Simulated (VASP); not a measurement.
# BAs (F-43m) in VASP: notebook, part 2 of 2

VASP 6.6.1.

### Step 4. G0W0 quasiparticle levels, PBE

The input, POSCAR:

```
BAs
1.0
    0.0000000000      2.3885000000      2.3885000000
    2.3885000000      0.0000000000      2.3885000000
    2.3885000000      2.3885000000      0.0000000000
As B
1 1
Direct
    0.7500000000      0.7500000000      0.7500000000
    0.0000000000      0.0000000000      0.0000000000
```

The input, INCAR.step1:

```
PREC = Accurate ; ENCUT = 450
EDIFF = 1E-8 ; ISMEAR = 0
SIGMA = 0.01 ; LREAL = F
LASPH = T ; NELM = 60
ALGO = Fast ; LWAVE = T
LCHARG = F ; GGA = PE
```

The input, INCAR.step2:

```
PREC = Accurate ; ENCUT = 450
EDIFF = 1E-8 ; ISMEAR = 0
SIGMA = 0.01 ; LREAL = F
LASPH = T ; NELM = 1
ALGO = Exact ; LWAVE = T
LCHARG = F ; GGA = PE
NBANDS = 36 ; LOPTICS = T
ISTART = 1
```

The input, INCAR.step3:

```
PREC = Accurate ; ENCUT = 450
EDIFF = 1E-8 ; ISMEAR = 0
SIGMA = 0.01 ; LREAL = F
LASPH = T ; ALGO = EVGW0
LWAVE = F ; LCHARG = F
GGA = PE ; NELMGW = 1
NBANDS = 36 ; ENCUTGW = 150
NOMEGA = 100 ; PRECFOCK = Fast
ISTART = 1 ; NBANDSGW = 12
```

The input, KPOINTS:

```
Automatic mesh
0
Gamma
  3 3 3
```

Potentials or basis: VASP PAW PBE potentials, release 64 (As_GW, B_GW).

Started as:

```console
$ cat potpaw_PBE.64/As_GW/POTCAR potpaw_PBE.64/B_GW/POTCAR > POTCAR
$ cp INCAR.step1 INCAR
$ mpirun -np 1 vasp_std > vasp.out
$ cp INCAR.step2 INCAR
$ mpirun -np 1 vasp_std > vasp.out
$ cp INCAR.step3 INCAR
$ mpirun -np 1 vasp_std > vasp.out
```

OUTCAR:

```text
PREC = Accurate
   ENCUT = 450
   EDIFF = 1E-8
   ISMEAR = 0
   LREAL = F
   LASPH = T
   GGA = PE
   NELMGW = 1
   ENCUTGW = 150
   PRECFOCK = Fast
   ISTART = 1

 Found      4 irreducible k-points:

 Following reciprocal coordinates:
            Coordinates               Weight
  0.000000  0.000000  0.000000      1.000000
  0.333333  0.000000  0.000000      8.000000
  0.333333  0.333333  0.000000      6.000000
 -0.333333  0.333333  0.000000     12.000000
   k-points           NKPTS =      4   k-points in BZ     NKDIM =     27   number of bands    NBANDS=     36
   number of dos      NEDOS =    301   number of ions     NIONS =      2
   total plane-waves  NPLWV =  13824
   dimension x,y,z NGX =    24 NGY =   24 NGZ =   24
   dimension x,y,z NGXF=    48 NGYF=   48 NGZF=   48
   ions per type =               1   1
   NGX,Y,Z   is equivalent  to a cutoff of  11.81, 11.81, 11.81 a.u.
   NGXF,Y,Z  is equivalent  to a cutoff of  23.62, 23.62, 23.62 a.u.
 SYSTEM =  unknown system
   PREC   = accura    normal or accurate (medium, high low for compatibility)
   ISTART =      1    job   : 0-new  1-cont  2-samecut
   ICHARG =      0    charge: 1-file 2-atom 10-const
   ISPIN  =      1    spin polarized calculation?
   LNONCOLLINEAR =      F non collinear calculations
   LSORBIT =      F    spin-orbit coupling
   LASPH  =      T    aspherical Exc in radial PAW
   ENCUT  =  450.0 eV  33.07 Ry    5.75 a.u.   5.84  5.84  5.84*2*pi/ulx,y,z
   NELM   =     60;   NELMIN=  2; NELMDL=  0     # of ELM steps
   EDIFF  = 0.1E-07   stopping-criterion for ELM
   LREAL  =      F    real-space projection
   EDIFFG = 0.1E-06   stopping-criterion for IOM
   NSW    =      0    number of steps for IOM
   IBRION =     -1    ionic relax: 0-MD 1-quasi-New 2-CG
   NFREE  =      0    steps in history (QN), initial steepest desc. (CG)
   ISIF   =      0    stress and relaxation
   ISYM   =      3    0-nonsym 1-usesym 2-fastsym
   POTIM  = 0.5000    time-step for ionic-motion
   TEBEG  =    0.0;   TEEND  =   0.0 temperature during run
   PSTRESS=    0.0 pullay stress
   NELECT =       8.0000    total number of electrons
   NUPDOWN=      -1.0000    fix difference up-down
   EMIN   =  10.00;   EMAX   =-10.00  energy-range for DOS
   EFERMI =   0.00;   METHOD = LEGACY
   ISMEAR =     0;   SIGMA  =   0.01  broadening in eV -4-tet -1-fermi 0-gaus
   EFERMI_NEDOS =   21; number of points for ismear=-14 and -15
   IALGO  =     38    algorithm
   IMIX   =      4    mixing-type and parameters
     AMIX     =   0.40;   BMIX     =  1.00
     AMIX_MAG =   1.60;   BMIX_MAG =  1.00
  volume/ion in A,a.u.               =      13.63        91.95
  Fermi-wavevector in a.u.,A,eV,Ry     =   1.088018  2.056057 16.106360  1.183784
  Thomas-Fermi vector in A             =   2.224191
   LORBIT       =      0    0 simple, 1 ext, 2 COOP (PROOUT), +10 PAW based schemes
   GGA     = PE    functional components
   LHFCALC =     T    Hartree Fock is set to
   PRECFOCK=fast      Normal, Fast or Accurate (Low or Medium for compatibility)
   ENCUT4O =  -1.0   cutoff for four orbital integrals eV
   NKREDX  =     1    reduce k-point grid by
   NKREDY  =     1    reduce k-point grid by
   NKREDZ  =     1    reduce k-point grid by
   AEXX    =    1.0000 exact exchange contribution
   HFSCREEN=    0.0000 screening length (either q_TF or 0.3 A-1)
   HFSCREENC=   0.0000 screening length for correlation (either q_TF or 0.3 A-1)
   ENCUTFOCK=  -1.0 apply spherical cutoff to Coloumb kernel
   IVDW    =     0    specifies the selected vdW correction
   LEPSILON=     F    determine dielectric tensor
   LRPA    =     F    only Hartree local field effects (RPA)
   LRPAFORCE           =     F    calculate RPA forces
   ENCUTGW             = 150.0    cutoff for response function in eV
   ENCUTGWSOFT         = 120.0    soft cutoff for Coulomb kernel in GW response function in eV
   ENCUTLF             =  -1.0    cutoff for local field effects
   NELMGW              =     1    number of iterations in solving QP/BSE equation
   NELMHF              =     1    number of iterations in the inner HF iteration
   NKREDLFX            =     1    NKREDLFY  =   1   NKREDLFZ  =   1
 non-spin polarized calculation
 Gauss-broadening in eV      SIGMA  =   0.01
  energy-cutoff  :      450.00
  volume of cell :       27.25
 maximum number of plane-waves:       609
  NGX = 14; NGY = 14; NGZ = 14
   NGX = 11   NGY = 11   NGZ = 11
 maximum number of plane-waves:       117

 QP shifts <psi_nk| G(iteration)W_0 |psi_nk>: iteration 1
 for sc-GW calculations column KS-energies equals QP-energies in previous step
 and V_xc(KS)=  KS-energies - (<T + V_ion + V_H > + <T+V_H+V_ion>^1  + <V_x>^1)

 k-point   1 :       0.0000    0.0000    0.0000
  band No.  KS-energies  QP-energies   sigma(KS)   V_xc(KS)     V^pw_x(r,r')   Z            occupation Imag(sigma)

      1      -9.1660      -9.6340     -12.2936     -11.6436     -19.5361       0.7199       2.0000       1.1800
      2       6.2712       6.0949     -12.8334     -12.6127     -14.7586       0.7991       2.0000       0.0273
      3       6.2712       6.0949     -12.8334     -12.6127     -14.7586       0.7991       2.0000       0.0273
      4       6.2712       6.0949     -12.8334     -12.6127     -14.7586       0.7991       2.0000       0.0273
      5       9.5022      10.1016     -10.6176     -11.3720      -6.3473       0.7945       0.0000      -0.0518
      6       9.5022      10.1016     -10.6176     -11.3720      -6.3473       0.7945       0.0000      -0.0518
      7       9.5022      10.1016     -10.6176     -11.3720      -6.3473       0.7945       0.0000      -0.0518
      8      10.9398      11.8233     -11.4524     -12.6009      -6.1731       0.7693       0.0000      -0.0938
      9      15.8266      15.9445      -8.6583      -8.8101      -2.9261       0.7763       0.0000      -0.2482
     10      19.1544      19.5028      -9.9460     -10.4036      -4.3233       0.7612       0.0000      -0.2384
     11      19.1544      19.5028      -9.9460     -10.4036      -4.3233       0.7612       0.0000      -0.2384
     12      20.5662      20.7539      -8.7351      -8.9570      -2.4337       0.8462       0.0000      -0.6742
[... 36 lines left out ...]
      1      -5.3389      -5.6837     -12.7314     -12.2478     -18.4720       0.7128       2.0000       0.5977
      2      -1.6114      -2.1609     -12.6737     -11.9691     -17.1029       0.7798       2.0000       0.3212
      3       0.1557      -0.3259     -11.6111     -11.0017     -14.8096       0.7904       2.0000       0.1418
      4       3.1963       2.8889     -12.4089     -12.0124     -15.0695       0.7753       2.0000       0.0538
      5       8.7106       9.0437      -9.8493     -10.2680      -5.4294       0.7955       0.0000      -0.0483
      6      13.5084      14.2640     -10.7163     -11.6901      -5.1125       0.7758       0.0000      -0.1696
      7      14.3617      15.1307     -10.7349     -11.7081      -5.1334       0.7902       0.0000      -0.2271
      8      15.6007      16.2472     -10.8729     -11.7060      -4.9689       0.7761       0.0000      -0.2692
      9      15.7170      16.1075      -9.8856     -10.3779      -4.5681       0.7934       0.0000      -0.1981
     10      18.3558      18.6658      -9.5990      -9.9829      -4.0989       0.8076       0.0000      -0.3084
     11      23.1158      23.7462     -10.4552     -11.3129      -3.3076       0.7350       0.0000      -0.7137
     12      24.7319      24.9777      -8.9879      -9.3001      -2.4061       0.7874       0.0000      -0.7203
```

Wall time 14 s (1 thread of AMD EPYC 9R14 (Zen 4), shared host); peak memory 0.15 GiB.

The run converged, but some of its settings lie outside the range that counts as converged, so its numbers aren't taken as properties of the crystal.

Results:

```yaml
Band_gap_on_the_k_mesh_mean-field_level: 1.24 eV, indirect (least direct gap 3.23 eV)
Quasiparticle_gap: 1.72 eV
Least_direct_quasiparticle_gap: 4.01 eV
```

Caveat: the k mesh is coarse (spacing up to 0.76 Å⁻¹), so the values aren't converged; bands, screening cutoff and mesh are small and nothing is extrapolated, so the quasiparticle values aren't converged; an odd mesh through Γ misses points on the zone boundary, where band edges often lie.

### Step 5. G0W0 quasiparticle levels, PBE

POSCAR is that of step 4.

INCAR.step1 is that of step 4.

Edit INCAR.step2 of step 4 so:

```diff
@@ -6,3 +6,3 @@
 LCHARG = F ; GGA = PE
-NBANDS = 36 ; LOPTICS = T
+NBANDS = 69 ; LOPTICS = T
 ISTART = 1
```

Edit INCAR.step3 of step 4 so:

```diff
@@ -6,4 +6,4 @@
 GGA = PE ; NELMGW = 1
-NBANDS = 36 ; ENCUTGW = 150
-NOMEGA = 100 ; PRECFOCK = Fast
+NBANDS = 69 ; ENCUTGW = 100
+NOMEGA = 48 ; PRECFOCK = Fast
 ISTART = 1 ; NBANDSGW = 12
```

KPOINTS is that of step 4.

Potentials or basis: VASP PAW PBE potentials, release 64 (As_GW, B_GW).

Started as:

```console
$ cat potpaw_PBE.64/As_GW/POTCAR potpaw_PBE.64/B_GW/POTCAR > POTCAR
$ cp INCAR.step1 INCAR
$ mpirun -np 1 vasp_std > vasp.out
$ cp INCAR.step2 INCAR
$ mpirun -np 1 vasp_std > vasp.out
$ cp INCAR.step3 INCAR
$ mpirun -np 1 vasp_std > vasp.out
```

OUTCAR:

```text
PREC = Accurate
   ENCUT = 450
   EDIFF = 1E-8
   ISMEAR = 0
   LREAL = F
   LASPH = T
   GGA = PE
   NELMGW = 1
   ENCUTGW = 100
   PRECFOCK = Fast
   ISTART = 1

 Found      4 irreducible k-points:

 Following reciprocal coordinates:
            Coordinates               Weight
  0.000000  0.000000  0.000000      1.000000
  0.333333  0.000000  0.000000      8.000000
  0.333333  0.333333  0.000000      6.000000
 -0.333333  0.333333  0.000000     12.000000
   k-points           NKPTS =      4   k-points in BZ     NKDIM =     27   number of bands    NBANDS=     69
   number of dos      NEDOS =    301   number of ions     NIONS =      2
   total plane-waves  NPLWV =  13824
   dimension x,y,z NGX =    24 NGY =   24 NGZ =   24
   dimension x,y,z NGXF=    48 NGYF=   48 NGZF=   48
   ions per type =               1   1
   NGX,Y,Z   is equivalent  to a cutoff of  11.81, 11.81, 11.81 a.u.
   NGXF,Y,Z  is equivalent  to a cutoff of  23.62, 23.62, 23.62 a.u.
 SYSTEM =  unknown system
[... 53 lines left out ...]
   NELMHF              =     1    number of iterations in the inner HF iteration
   NKREDLFX            =     1    NKREDLFY  =   1   NKREDLFZ  =   1
 non-spin polarized calculation
 Gauss-broadening in eV      SIGMA  =   0.01
  energy-cutoff  :      450.00
  volume of cell :       27.25
 maximum number of plane-waves:       609
  NGX = 14; NGY = 14; NGZ = 14
   NGX = 11   NGY = 11   NGZ = 11
 maximum number of plane-waves:        64
 NGX is ok and might be reduce to    14

 QP shifts <psi_nk| G(iteration)W_0 |psi_nk>: iteration 1
 for sc-GW calculations column KS-energies equals QP-energies in previous step
 and V_xc(KS)=  KS-energies - (<T + V_ion + V_H > + <T+V_H+V_ion>^1  + <V_x>^1)

 k-point   1 :       0.0000    0.0000    0.0000
  band No.  KS-energies  QP-energies   sigma(KS)   V_xc(KS)     V^pw_x(r,r')   Z            occupation Imag(sigma)

      1      -9.1660      -9.8630     -12.5913     -11.6436     -19.5361       0.7354       2.0000       1.3065
      2       6.2712       5.9255     -13.0485     -12.6127     -14.7586       0.7933       2.0000       0.0893
      3       6.2712       5.9255     -13.0485     -12.6127     -14.7586       0.7933       2.0000       0.0893
      4       6.2712       5.9255     -13.0485     -12.6127     -14.7586       0.7933       2.0000       0.0893
      5       9.5022       9.8980     -10.8722     -11.3720      -6.3473       0.7919       0.0000      -0.0942
      6       9.5022       9.8980     -10.8722     -11.3720      -6.3473       0.7919       0.0000      -0.0942
      7       9.5022       9.8980     -10.8722     -11.3720      -6.3473       0.7919       0.0000      -0.0942
      8      10.9398      11.6359     -11.6938     -12.6009      -6.1731       0.7673       0.0000      -0.1627
      9      15.8266      15.8019      -8.8415      -8.8101      -2.9261       0.7871       0.0000      -0.3220
     10      19.1544      19.2761     -10.2474     -10.4036      -4.3233       0.7788       0.0000      -0.3142
     11      19.1544      19.2761     -10.2474     -10.4036      -4.3233       0.7788       0.0000      -0.3142
     12      20.5662      20.5160      -9.0189      -8.9570      -2.4337       0.8113       0.0000      -0.7024
[... 36 lines left out ...]
      1      -5.3389      -5.8603     -12.9485     -12.2478     -18.4720       0.7441       2.0000       0.7185
      2      -1.6114      -2.3071     -12.8914     -11.9691     -17.1029       0.7543       2.0000       0.4035
      3       0.1557      -0.4764     -11.8172     -11.0017     -14.8096       0.7752       2.0000       0.2060
      4       3.1963       2.7154     -12.6297     -12.0124     -15.0695       0.7792       2.0000       0.1249
      5       8.7106       8.8595     -10.0805     -10.2680      -5.4294       0.7940       0.0000      -0.0966
      6      13.5084      14.0561     -10.9749     -11.6901      -5.1125       0.7657       0.0000      -0.2325
      7      14.3617      14.8896     -11.0266     -11.7081      -5.1334       0.7746       0.0000      -0.2756
      8      15.6007      16.0307     -11.1456     -11.7060      -4.9689       0.7674       0.0000      -0.3333
      9      15.7170      15.9156     -10.1268     -10.3779      -4.5681       0.7914       0.0000      -0.2497
     10      18.3558      18.4333      -9.8860      -9.9829      -4.0989       0.8005       0.0000      -0.3574
     11      23.1158      23.5453     -10.7348     -11.3129      -3.3076       0.7431       0.0000      -0.8164
     12      24.7319      24.7707      -9.2505      -9.3001      -2.4061       0.7817       0.0000      -0.7902
```

OUTCAR.step1:

```text
PREC = Accurate
   ENCUT = 450
   EDIFF = 1E-8
   ISMEAR = 0
   LREAL = F
   LASPH = T
[... 150 lines left out ...]
 -----------------------------------------------------------------------------------
      3.58275      3.58275      3.58275        -0.000000     -0.000000     -0.000000
      0.00000      0.00000      0.00000         0.000000      0.000000      0.000000
 -----------------------------------------------------------------------------------
    total drift:                               -0.000000     -0.000000     -0.000000

  FREE ENERGIE OF THE ION-ELECTRON SYSTEM (eV)
  ---------------------------------------------------
  free  energy   TOTEN  =       -10.7745355402 eV

  energy  without entropy=      -10.7745355402  energy(sigma->0) =      -10.77453554
```

Run time: 13 s. Hardware: 1 thread of AMD EPYC 9R14 (Zen 4), shared host; peak memory 0.15 GiB.

The run converged, but some of its settings lie outside the range that counts as converged, so its numbers aren't taken as properties of the crystal.

Results:

```
Band gap on the k mesh, mean-field level : 1.24 eV, indirect (least direct gap 3.23 eV)
Quasiparticle gap                        : 1.71 eV
Least direct quasiparticle gap           : 3.97 eV
```

Caveat: the k mesh is coarse (spacing up to 0.76 Å⁻¹), so the values aren't converged; bands, screening cutoff and mesh are small and nothing is extrapolated, so the quasiparticle values aren't converged; an odd mesh through Γ misses points on the zone boundary, where band edges often lie.
